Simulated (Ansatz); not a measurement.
K: course of a relaxation

Computed with Ansatz 0.2.0, DFT PBEsol, scalar-relativistic, plane waves, PAW. (420 eV cutoff, 12×12×8 k-mesh, Gaussian smearing of 0.10 eV, no spin polarisation)

What was changed: relaxed at 12 GPa.

Other phases may be more stable at this pressure.

Input:

```yaml
crystal:
  lattice:
    - [1.9551085191, -3.3562863468, 0.0]
    - [1.9551085191, 3.3562863468, 0.0]
    - [0.0, 0.0, 6.3337547687]
  atoms:
    - { symbol: K, position: [0.8305351713, 0.1694648287, 0.25] }
    - { symbol: K, position: [0.1694648287, 0.8305351713, 0.75] }
basis:
  ecutwfc: 420
kpoints:
  mp_grid: { grid: [12, 12, 8] }
hamiltonian:
  xc: pbesol
scf:
  occupations: { method: gaussian, width: 0.1 }
output:
  forces: true
  stress: true
  eigenvalues: true
relax:
  adjacent_minimum: "off"
  f_tol: 0.008
  max_steps: 50
  cell: { stress_tol: 0.08, p_target: 12.0 }
```

F is the free energy. Steps run on the plane waves of an earlier cell, but the last one, and at times one on the way, on a freshly chosen basis, so a repeated geometry can differ a little in energy. The relaxation lowers the enthalpy F + PV at the target pressure, so F itself can rise.

Steps:

```
step F − F(1) (eV) largest force component (eV/Å) V (Å³/atom) P (GPa)
   1         0.0000                           0.000       41.561     5.38
   2         0.5035                           0.001       35.803     8.92
   3         1.0085                           0.001       31.975    12.37
   4         0.9516                           0.001       32.349    11.99
   5         0.9517                           0.001       32.349    11.99
```

Relaxed structure:

```
CELL_PARAMETERS angstrom
1.79936 -3.08758 0.00000
1.79936 3.08758 0.00000
0.00000 0.00000 5.82271
ATOMIC_POSITIONS crystal
K 0.83035 0.16965 0.25000
K 0.16965 0.83035 0.75000
```

It takes space group Cmcm (No. 63, orthorhombic). The conventional cell has a = 3.599 Å, b = 6.175 Å, c = 5.823 Å, α = 90.00°, β = 90.00°, γ = 90.00°. K (site symmetry m2m) is surrounded by 12 K at 3.56 to 3.60 Å.

The run converged. The run took roughly 60 core-seconds.